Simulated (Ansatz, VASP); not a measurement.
## Two plane-wave programs on Nb

```
Nb
1.0
     0.01894    2.08351    2.11171
     2.11207   -0.00885    2.13950
     2.11719    2.11641   -0.01397
Nb
1
Direct
  0.00000 0.00000 0.00000
```

This isn't the form of Nb at room conditions, which is bcc.

Alike in both runs: task single point; functional PBEsol; k mesh 6 × 6 × 6; occupations fermi-dirac, width 0.05 eV; no spin polarisation.

```csv
,VASP,Ansatz
version,VASP 6.6.1,Ansatz 0.2.0
potentials or method,"VASP PAW PBE potentials, release 64 (Nb_sv)","plane waves, PAW"
plane-wave cutoff (eV),520,540
valence electrons in the cell,13,13
```

Ansatz gave:

| Property | Result |
| --- | --- |
| pressure (GPa) | -6.4 |
| largest component of the traceless stress (GPa) | 2.55 |

Task: What did VASP give for the same quantities?

Result: Pressure (GPa): -6.7; largest component of the traceless stress (GPa): 2.53.

Ansatz warned: «stress_scf_threshold_loose».

Caveats: the k mesh is coarse (spacing up to 0.43 Å⁻¹), so the values aren't converged; the PAW data sets were made with another functional, which shifts forces and pressure a little (VASP).
